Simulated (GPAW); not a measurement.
# Gd (Im-3m) in GPAW: further runs

The runs below take Gd through band structure, equation of state, with C09-vdW, vdW-DF2.

Everything below comes from runs of GPAW 26.7.0. Logs are shortened: lines on timing, memory, paths and dates and some standing lists are left out, and cuts for length are marked. The log counts tension as positive stress, the text compression.

**1. The crystal as given**

It takes space group Im-3m (No. 229, cubic). The conventional cell has a = 4.050 Å, b = 4.050 Å, c = 4.050 Å, α = 90.00°, β = 90.00°, γ = 90.00°. Around Gd (site symmetry m-3m) lie 8 Gd at 3.51 Å.

This isn't the form of Gd at room conditions, which is hcp.

**2. Band structure, C09-vdW, collinear spin, ferromagnetic start, spin-orbit coupling**

run.py reads:

```python
import numpy as np
from ase.dft.bandgap import bandgap
from ase.io import read, write
from gpaw import GPAW, PW
from gpaw.spinorbit import soc_eigenstates

atoms = read('Gd.cif')
atoms.set_initial_magnetic_moments([7.0])

calc = GPAW(mode=PW(800),
            xc={'name': 'C09-vdW', 'backend': 'libvdwxc'},
            kpts={'size': (8, 8, 8), 'gamma': True},
            occupations={'name': 'fermi-dirac', 'width': 0.05},
            nbands=21,
            convergence={'density': 1e-05, 'energy': 1e-05},
            maxiter=150,
            txt='gpaw.txt')
atoms.calc = calc
energy = atoms.get_potential_energy()
forces = atoms.get_forces()
calc.write('gs.gpw')
write('result.traj', atoms)
print(f'Energy: {energy:.6f} eV')
print('Forces (eV/A):')
print(forces.round(4))
print('Moments:', calc.get_magnetic_moments().round(3))
print('Fermi level:', round(calc.get_fermi_level(), 4), 'eV')
print(f'Gap: {bandgap(calc)[0]:.4f} eV, direct: {bandgap(calc, direct=True)[0]:.4f} eV')

path = atoms.cell.bandpath('GHNGPH,PN', npoints=80, eps=1e-4)
bs_calc = calc.fixed_density(kpts=path, symmetry='off', nbands=32,
                             convergence={'bands': 'CBM+6.0', 'eigenstates': 1e-6}, txt='bands.txt')
bs = bs_calc.band_structure()
bs.write('bs.json')
print(f'Gap on the path: {bandgap(bs_calc)[0]:.4f} eV')

soc = soc_eigenstates(bs_calc, theta=90, phi=0)
np.savetxt('soc_bands.dat', soc.eigenvalues(), fmt='%.4f')
mesh = soc_eigenstates('gs.gpw', theta=90, phi=0)
np.savetxt('soc_mesh.dat', mesh.eigenvalues(), fmt='%.4f')
print('Fermi level with spin-orbit coupling:', round(mesh.fermi_level, 4), 'eV')
```

Gd.cif reads:

```cif
data_Gd
_cell_length_a 3.50740289
_cell_length_b 3.50740289
_cell_length_c 3.50740289
_cell_angle_alpha 109.47122063
_cell_angle_beta 109.47122063
_cell_angle_gamma 109.47122063
_space_group_name_H-M_alt 'P1'
_space_group_name_Hall 'P 1'
_space_group_IT_number 1
loop_
_space_group_symop_operation_xyz
'x,y,z'
loop_
_atom_site_label
_atom_site_type_symbol
_atom_site_symmetry_multiplicity
_atom_site_Wyckoff_symbol
_atom_site_fract_x
_atom_site_fract_y
_atom_site_fract_z
_atom_site_occupancy
Gd1 Gd 1 a 0.0000000000 0.0000000000 0.0000000000 1
```

Potentials or basis: GPAW PAW data sets (gpaw-data 1.2.1), pw.

Started as:

```
$ OMP_NUM_THREADS=1 python run.py
```

gpaw.txt:

```text
__  _  _
 | _ |_)|_||  |
 |__||  | ||/\| - 26.7.0

Input parameters:
  mode=PW(ecut=800.0),
  convergence={'density': 1e-05, 'energy': 1e-05},
  kpts=MonkhorstPack(size=(8, 8, 8), gamma=True),
  maxiter=150,
  nbands=21,
  occupations=Occupations(name='fermi-dirac', width=0.05),
  xc=XC(name='C09-vdW', backend='libvdwxc')

Diagonalizing LCAO Hamiltonian
Converting LCAO to pw mode

       Gd

Atoms  # Å, Bohr magnetons
|   | symbol |        x |        y |        z |    initial magnetic moments |
|---|--------|----------|----------|----------|-----------------------------|
| 0 |     Gd | 0.000000 | 0.000000 | 0.000000 | ( 0.0000,  0.0000,  7.0000) |

Unit cell  # Å
| periodic |         x |         y |        z |  lengths |     angles |
|----------|-----------|-----------|----------|----------|------------|
|      yes |  3.507403 |  0.000000 | 0.000000 | 3.507403 | 109.471221 |
|      yes | -1.169134 |  3.306811 | 0.000000 | 3.507403 | 109.471221 |
|      yes | -1.169134 | -1.653406 | 2.863782 | 3.507403 | 109.471221 |

Number of symmetries: 48
Symmetry operations  # r_c * U_cc + t_c -> r_c
|    | kind |            matrix            |
|----|------|------------------------------|
|  0 |  σ   |  1, 1, 1,  0, 0,-1,  0,-1, 0 |
|  1 |  C4  |  1, 1, 1,  0, 0,-1, -1, 0, 0 |
|  2 |  C2  |  1, 1, 1,  0,-1, 0,  0, 0,-1 |
|  3 |  S6  |  1, 1, 1,  0,-1, 0, -1, 0, 0 |
|  4 |  S6  |  1, 1, 1, -1, 0, 0,  0, 0,-1 |
|  5 |  C4  |  1, 1, 1, -1, 0, 0,  0,-1, 0 |
|  6 |  E   |  1, 0, 0,  0, 1, 0,  0, 0, 1 |
|  7 |  σ   |  1, 0, 0,  0, 1, 0, -1,-1,-1 |
|  8 |  σ   |  1, 0, 0,  0, 0, 1,  0, 1, 0 |
|  9 |  C3  |  1, 0, 0,  0, 0, 1, -1,-1,-1 |
| 10 |  C3  |  1, 0, 0, -1,-1,-1,  0, 1, 0 |
| 11 |  σ   |  1, 0, 0, -1,-1,-1,  0, 0, 1 |
| 12 |  σ   |  0, 1, 0,  1, 0, 0,  0, 0, 1 |
| 13 |  C2  |  0, 1, 0,  1, 0, 0, -1,-1,-1 |
| 14 |  C3  |  0, 1, 0,  0, 0, 1,  1, 0, 0 |
| 15 |  S4  |  0, 1, 0,  0, 0, 1, -1,-1,-1 |
| 16 |  S4  |  0, 1, 0, -1,-1,-1,  1, 0, 0 |
| 17 |  C3  |  0, 1, 0, -1,-1,-1,  0, 0, 1 |
| 18 |  C3  |  0, 0, 1,  1, 0, 0,  0, 1, 0 |
| 19 |  S4  |  0, 0, 1,  1, 0, 0, -1,-1,-1 |
| 20 |  σ   |  0, 0, 1,  0, 1, 0,  1, 0, 0 |
| 21 |  C3  |  0, 0, 1,  0, 1, 0, -1,-1,-1 |
| 22 |  C2  |  0, 0, 1, -1,-1,-1,  1, 0, 0 |
| 23 |  S4  |  0, 0, 1, -1,-1,-1,  0, 1, 0 |
| 24 |  C4  |  0, 0,-1,  1, 1, 1,  0,-1, 0 |
| 25 |  σ   |  0, 0,-1,  1, 1, 1, -1, 0, 0 |
| 26 |  S6  |  0, 0,-1,  0,-1, 0,  1, 1, 1 |
| 27 |  C2  |  0, 0,-1,  0,-1, 0, -1, 0, 0 |
| 28 |  C4  |  0, 0,-1, -1, 0, 0,  1, 1, 1 |
| 29 |  S6  |  0, 0,-1, -1, 0, 0,  0,-1, 0 |
| 30 |  S6  |  0,-1, 0,  1, 1, 1,  0, 0,-1 |
| 31 |  C4  |  0,-1, 0,  1, 1, 1, -1, 0, 0 |
| 32 |  C4  |  0,-1, 0,  0, 0,-1,  1, 1, 1 |
| 33 |  S6  |  0,-1, 0,  0, 0,-1, -1, 0, 0 |
| 34 |  σ   |  0,-1, 0, -1, 0, 0,  1, 1, 1 |
| 35 |  C2  |  0,-1, 0, -1, 0, 0,  0, 0,-1 |
| 36 |  C2  | -1, 0, 0,  1, 1, 1,  0, 0,-1 |
| 37 |  S6  | -1, 0, 0,  1, 1, 1,  0,-1, 0 |
| 38 |  S6  | -1, 0, 0,  0, 0,-1,  1, 1, 1 |
| 39 |  C2  | -1, 0, 0,  0, 0,-1,  0,-1, 0 |
| 40 |  C2  | -1, 0, 0,  0,-1, 0,  1, 1, 1 |
| 41 |  i   | -1, 0, 0,  0,-1, 0,  0, 0,-1 |
| 42 |  S4  | -1,-1,-1,  1, 0, 0,  0, 1, 0 |
| 43 |  C3  | -1,-1,-1,  1, 0, 0,  0, 0, 1 |
| 44 |  C3  | -1,-1,-1,  0, 1, 0,  1, 0, 0 |
| 45 |  σ   | -1,-1,-1,  0, 1, 0,  0, 0, 1 |
| 46 |  S4  | -1,-1,-1,  0, 0, 1,  1, 0, 0 |
| 47 |  C2  | -1,-1,-1,  0, 0, 1,  0, 1, 0 |

BZ-sampling:
  Number of BZ points: 512
  Number of IBZ points: 29

  Monkhorst-Pack size: [8, 8, 8]
  Monkhorst-Pack shift: [0.0625, 0.0625, 0.0625]

K-points  # in reciprocal-cell coordinates
|     |                                coordinates |     weight |
|-----|--------------------------------------------|------------|
|   0 | (  0.00000000,   0.00000000,   0.00000000) | 0.00195312 |
|   1 | (  0.12500000,   0.00000000,   0.00000000) | 0.02343750 |
|   2 | (  0.12500000,   0.12500000,  -0.12500000) | 0.01171875 |
|   3 | (  0.25000000,   0.00000000,  -0.12500000) | 0.04687500 |
|   4 | (  0.25000000,   0.00000000,   0.00000000) | 0.02343750 |
|   5 | (  0.25000000,   0.12500000,  -0.12500000) | 0.04687500 |
|   6 | (  0.25000000,   0.25000000,  -0.25000000) | 0.01171875 |
|   7 | (  0.25000000,   0.25000000,   0.25000000) | 0.00390625 |
|   8 | (  0.37500000,  -0.12500000,  -0.12500000) | 0.01562500 |
|   9 | (  0.37500000,   0.00000000,  -0.12500000) | 0.09375000 |
| ... |                                            |            |
|  28 | (  0.50000000,   0.50000000,   0.50000000) | 0.00195312 |

Plane wave coefficients: 1732
Cutoff: 800.0 eV

Spin-components: 2 (collinear spins)
Bands:           21
Projectors:      8
Spin-degeneracy: 1
Datatype:        complex128

Parallelization:
  kpt:    1
  domain: 1
  band:   1

Density:
  Valence electrons: 18.0
  Components: 2
  Grid points: [24 24 24]
  Charge: 0.0  # |e|

Potential:
  Grid points: [24 24 24]

species:
  Gd:
    name:    Gadolinium
    Z:       64.0
    valence: 18
    core:    46
    charge:  0.0  # [|e|]
    compensation charges:
      type: gauss
      rc: 0.35  # [Å]
      lmax: 2
    cutoffs:
      filter: 1.17  # [Å]
      core: 1.83  # [Å]
    projectors
    | kind |    occ | energy [eV] | rcut [Å] |
    |------|--------|-------------|----------|
    |   5s |  2.000 |     -49.740 |    1.164 |
    |   6s |  2.000 |      -4.126 |    1.164 |
    |   5p |  6.000 |     -27.264 |    1.164 |
    |   6p |  0.000 |      -1.333 |    1.164 |
    |   5d |  1.000 |      -2.532 |    1.164 |
    |   4f |  7.000 |      -8.689 |    1.164 |
    |    d |        |      24.679 |    1.164 |
    |    f |        |      18.522 |    1.164 |

    Using partial waves for Gd as LCAO basis

Reference energy: -306701.573925  # eV

eigensolver:
  PPCG
  Converge bands: occupied
  niter=2

density mixing:
  MSR1-Mixer
  Pratt-step length: 0.05
  Maximum mixing coefficient: 0.75
  Old densities: 10
  SVD Regularization: 0.005
  Good broyden scale: 1.0
  Trust region scale: 1.0
  Backstep threshold: 4.0
  History deletion threshold: 6.0
  Fourier metric: weight=20.0, sigma=0.015

occupation numbers:
  Fermi-Dirac:
    width: 0.0500  # eV

poisson solver:
  ecut: 6400.0  # eV

xc functional:
  name: vdW-C09 with libvdwxc
  Mode: serial
  Semilocal: GGA_X_C09X+LDA_C_PW with 2 nearest neighbor stencil
  Corresponding non-local functional: vdW-DF
  Local blocksize: 48 x 48 x 48
  PAW datasets: PBE

convergence criteria:
- Maximum integral of absolute [dens]ity change: 1e-05 electrons / valence electron
- Maximum [total energy] change in last 3 cyles: 1e-05 eV / valence electron
- Maximum integral of absolute [eigenst]ate change: 4e-08 eV^2 / valence electron
maximum number of iterations: 150

SCF iterations
|iter     | |      energy | eigst |  dens |  magmom |
|---------|-|-------------|-------|-------|---------|
|iter:   1| |   57.065796 | +0.27 |       |  +7.0022|
|iter:   2| |   65.935257 | -0.65 | -0.24 |  +6.8588|
|iter:   3| |   66.585784 | -1.67 | -0.89 |  +6.9123|
|iter:   4| |   67.512235 | -0.78 | -0.98 |  +7.1684|
|iter:   5| |   67.542252 | -2.74 | -1.33 |  +7.1435|
|iter:   6| |   67.487279 | -2.51 | -1.46 |  +7.1916|
|iter:   7| |   67.491901 | -1.98 | -1.28 |  +7.1402|
|iter:   8| |   67.528447 | -2.33 | -1.35 |  +7.2099|
|iter:   9| |   67.519282 | -3.76 | -1.67 |  +7.2359|
|iter:  10| |   67.515340 | -4.63 | -1.69 |  +7.2461|
|iter:  11| |   67.513863 | -3.21 | -1.65 |  +7.3288|
|iter:  12| |   67.508806 | -4.91 | -1.91 |  +7.4150|
|iter:  13| |   67.503724 | -3.84 | -2.04 |  +7.5165|
|iter:  14| |   67.505502 | -4.21 | -2.02 |  +7.5617|
|iter:  15| |   67.506263 | -4.55 | -2.34 |  +7.5890|
|iter:  16| |   67.506424 | -5.50 | -2.89 |  +7.6009|
|iter:  17| |   67.506424c| -7.20 | -3.74 |  +7.6036|
|iter:  18| |   67.506437c| -7.66c| -3.93 |  +7.6064|
|iter:  19| |   67.506435c| -7.67c| -4.72 |  +7.6065|
|iter:  20| |   67.506435c| -8.98c| -5.34c|  +7.6066|

Converged in 20 steps
Energy contributions relative to reference atoms: (reference = -306701.573925)

Energy contributions:
  Kinetic:          39.113224
  Coulomb:         -33.893967
  Zero:             -0.676972
  External:          0.000000
  Xc:               62.974115
  Entropy:          -0.019930
  Spinorbit:         0.000000
  ----------------------------
  Free energy:      67.496470
  Extrapolated:     67.506435

dipole moment: (-6.526651, -9.230079, -15.986966)  # |e|*Ang

Total magnetic moment: (0.000000, 0.000000, 7.606550)

Local magnetic moments
|        x |        y |        z |
|----------|----------|----------|
| 0.000000 | 0.000000 | 6.994082 |  # Gd   0

Fermi level: 8.526
Eigenvalues  # (at kpt = [0.000, 0.000, 0.000])
| band index |      eig [eV] | occ [0-1] |      eig [eV] | occ [0-1] |
|------------|---------------|-----------|---------------|-----------|
|          0 |       -36.624 |     1.000 |       -33.487 |     1.000 |
|          1 |       -13.734 |     1.000 |       -11.317 |     1.000 |
|          2 |       -13.734 |     1.000 |       -11.317 |     1.000 |
|          3 |       -13.734 |     1.000 |       -11.317 |     1.000 |
|          4 |         3.456 |     1.000 |         4.325 |     1.000 |
|          5 |         3.845 |     1.000 |         8.824 |     0.003 |
[... 8 lines left out ...]
|         14 |         9.833 |     0.000 |        11.029 |     0.000 |
|         15 |        12.036 |     0.000 |        13.142 |     0.000 |
|        ... |               |           |               |           |
|         20 |        26.185 |     0.000 |        27.103 |     0.000 |

No gap
No difference between direct/indirect transitions

Forces  # eV/Ang
|       x |       y |        z |
|---------|---------|----------|
| 0.00000 | 0.00000 | -0.00000 |  # Gd   0

# Writing to gs.gpw (mode='')
```

It took 2 min on 1 thread of Arm Neoverse V2, shared host; peak memory 0.52 GiB.

What came out:

* Free energy: 67.4965 eV
* Band gap along the path: none (metal or under the smearing width)
* Net moment: 7.61 μB per cell
* Site moments: Gd +6.99 μB

Levels at the corners of the path, in eV from the Fermi level:
```csv
point,band 14,band 15,band 16,band 17,band 18,band 19,band 20,band 21,band 22,band 23
Γ,-4.53,-4.34,-4.24,-4.17,0.15,0.28,0.32,0.55,0.67,0.80
H,-4.38,-4.23,-1.89,-1.89,-1.09,-1.09,0.19,0.28,0.42,0.49
N,-4.35,-4.24,-2.40,-1.51,-0.26,0.19,0.30,0.34,0.56,0.64
Γ,-4.53,-4.34,-4.24,-4.17,0.15,0.28,0.32,0.55,0.67,0.80
P,-4.37,-4.24,-0.47,-0.35,-0.17,0.20,0.29,0.42,0.45,0.56
H,-4.38,-4.23,-1.89,-1.89,-1.09,-1.09,0.19,0.28,0.42,0.49
P,-4.37,-4.24,-0.47,-0.35,-0.17,0.20,0.29,0.42,0.45,0.56
N,-4.35,-4.24,-2.40,-1.51,-0.26,0.19,0.30,0.34,0.56,0.64
```

Caveat: one-centre terms of the f shell are cut off; spin-orbit coupling was added after a scalar SCF, so levels and gaps hold it while energy, forces, pressure and moments don't; this program's spin-orbit splittings come out too wide for heavy elements; the PAW data sets were made with another functional, which shifts forces and pressure a little.

**3. Equation of state, vdW-DF2, collinear spin, ferromagnetic start**

run.py reads:

```python
from ase.eos import EquationOfState
from ase.io import Trajectory
from ase.spacegroup import crystal
from ase.units import GPa
from gpaw import GPAW, PW

# Gd 2a
atoms = crystal(['Gd'],
                basis=[[0.0, 0.0, 0.0]],
                spacegroup=229, setting=1,  # Im-3m
                cellpar=[4.05, 4.05, 4.05, 90.0, 90.0, 90.0],
                primitive_cell=True)
atoms.set_initial_magnetic_moments([7.0])

traj = Trajectory('eos.traj', 'w')
volumes, energies = [], []
for x in [0.94, 0.96, 0.98, 1.0, 1.02, 1.04, 1.06]:
    a = atoms.copy()
    a.set_cell(atoms.cell * x**(1 / 3), scale_atoms=True)
    calc = GPAW(mode=PW(800),
                xc={'name': 'vdW-DF2', 'backend': 'libvdwxc'},
                kpts={'size': (8, 8, 8), 'gamma': True},
                occupations={'name': 'fermi-dirac', 'width': 0.05},
                nbands=21,
                convergence={'density': 1e-05, 'energy': 1e-05},
                maxiter=150,
                txt=f'eos-{x:.2f}.txt')
    a.calc = calc
    energies.append(a.get_potential_energy(force_consistent=True))
    volumes.append(a.get_volume())
    calc.write(f'eos-{x:.2f}.gpw')
    traj.write(a)
    print(f'{x:.2f} {volumes[-1]:10.4f} A^3 {energies[-1]:14.6f} eV', flush=True)

v0, e0, B = EquationOfState(volumes, energies, eos='birchmurnaghan').fit()
print(f'V0 = {v0:.4f} A^3, E0 = {e0:.6f} eV, B0 = {B / GPa:.2f} GPa')
```

Potentials or basis: GPAW PAW data sets (gpaw-data 1.2.1), pw.

Started as:

```
$ OMP_NUM_THREADS=1 python run.py
```

Wall time 8.5 min (1 thread of Arm Neoverse V2, shared host); peak memory 0.48 GiB.

Results (log left out):

| Property | Result |
| --- | --- |
| Equilibrium volume | 35.28 Å³/atom (rough: see the caveat) |
| Bulk modulus | 32 GPa (rough) |

Energy against volume, from the lowest point:
| volume (Å³/atom) | energy (meV/atom) |
| --- | --- |
| 31.222 | 55.66 |
| 31.886 | 37.79 |
| 32.551 | 23.74 |
| 33.215 | 13.21 |
| 33.879 | 5.90 |
| 34.544 | 1.57 |
| 35.208 | 0.00 |

Caveat: one-centre terms of the f shell are cut off; the minimum lies outside the volumes run; the PAW data sets were made with another functional, which shifts forces and pressure a little; spin-orbit coupling is left out, which moves the levels of the heavy elements. The state reached can hang on the start; a lower one may exist.
